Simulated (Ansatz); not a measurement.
# EuS (rocksalt): zero-pressure volume and bulk modulus with rPW86-PBE + rVV10

An exercise on one series of results from a longer session: the logs are not shown, and one member is left open.

Method: DFT rPW86-PBE + rVV10 with U = 6 eV on Eu 4f, scalar-relativistic, plane waves, PAW, in Ansatz 0.2.0.

2 further runs of the same task are left out: 1 that didn't finish, 1 set aside as unsound or not needed.

## The system as given

The structure is cubic, space group Fm-3m (No. 225). The conventional cell has a = 5.957 Å, b = 5.957 Å, c = 5.957 Å, α = 90.00°, β = 90.00°, γ = 90.00°. Eu (site symmetry m-3m) has 6 S at 2.98 Å as nearest neighbours. S (site symmetry m-3m) is surrounded by 6 Eu at 2.98 Å.

Structure file:

```cif
data_structure
_symmetry_space_group_name_H-M 'Fm-3m'
_symmetry_Int_Tables_number 225
_cell_length_a 5.9570
_cell_length_b 5.9570
_cell_length_c 5.9570
_cell_angle_alpha 90.000
_cell_angle_beta 90.000
_cell_angle_gamma 90.000
_cell_volume 211.39
loop_
_atom_site_label
_atom_site_type_symbol
_atom_site_symmetry_multiplicity
_atom_site_Wyckoff_symbol
_atom_site_fract_x
_atom_site_fract_y
_atom_site_fract_z
_atom_site_occupancy
Eu1 Eu 4 b 0.50000 0.00000 0.00000 1
S1 S 4 a 0.00000 0.00000 0.00000 1
```

An earlier run on this cell at PBE+U (U_eff = 6 eV on Eu 4f) gave 0.74 GPa at 26.424 Å³/atom (8×8×8 mesh), gap on the mesh 0.70 eV, moments in the atoms' spheres Eu 6.86; S -0.06 μB.

Set-up of the first run:

Input file input.yaml:

```yaml
crystal:
  lattice:
    - [0.0, 2.978501867, 2.978501867]
    - [2.978501867, 0.0, 2.978501867]
    - [2.978501867, 2.978501867, 0.0]
  atoms:
    - { symbol: Eu, position: [0.5, 0.5, 0.5], spin: 7.55 }
    - { symbol: S, position: [0.0, 0.0, 0.0] }
basis:
  ecutwfc: 420
  ecutrho_ratio: 4
kpoints:
  mp_grid: { grid: [8, 8, 8] }
hamiltonian:
  xc: { exchange: rpw86, correlation: pbe }
  dispersion: rvv10
  hubbard: { sites: [{ species: Eu, l: f, u_eff: 6.0 }] }
scf:
  occupations: { method: gaussian, width: 0.05 }
  lower_state_search: "off"
output:
  forces: true
  stress: true
  eigenvalues: true
  populations: true
  hubbard: { sites: [{ species: Eu, l: f }] }
magnetization:
  spin_polarized: true
checkpoint:
  read: start.run
  write: ck
  compress: false
  write_wavefunctions: false
  write_every: 100000
```

start.run holds the state of a PBE+U run on this cell.

On the command line:

```sh
$ ansatz run input.yaml --threads 4 --pin off --max-ram 6144MiB --backend cpu --events-out ev --progress --plain --runs-dir out
```

Among the steps run: At the given cell; Stepping to 26.542 Å³/atom; Stepping to 26.751 Å³/atom; Volume × 0.98 of the new zero; Volume × 1.02 of the new zero; Volume × 0.96 of the new zero; Volume × 1.04 of the new zero.

One of the session's tables, all rows but one given; the rest of the session is left out.

```
volume (Å³/atom)  energy (meV/atom)  pressure (GPa)
          25.681               7.65            2.38
          26.216               1.83            1.13
          26.751               0.00            0.00
          27.286                  ?               ?
          27.821               6.70           -1.94
```

**Question.** Estimate the row for volume (Å³/atom) = 27.286.

Worked estimate for «energy (meV/atom)». A straight line through the neighbours (26.751, 0.00) and (27.821, 6.70) gives 0.00 + (6.70 − 0.00) × (27.286 − 26.751) / (27.821 − 26.751) = 3.35; a parabola fitted to 3 rows on both sides gives 1.62.

The run gave: energy (meV/atom): 1.73; pressure (GPa): -1.02. In «energy (meV/atom)» the line misses by +1.62 and the parabola by -0.11.

volume (Å³/atom), energy (meV/atom) and a bar:
```
    25.68        7.7 ##############################
    26.22        1.8 #######
    26.75        0.0 
    27.29        1.7 #######
    27.82        6.7 ##########################
```

To keep in mind: Warnings in the runs' records: stability check not made.
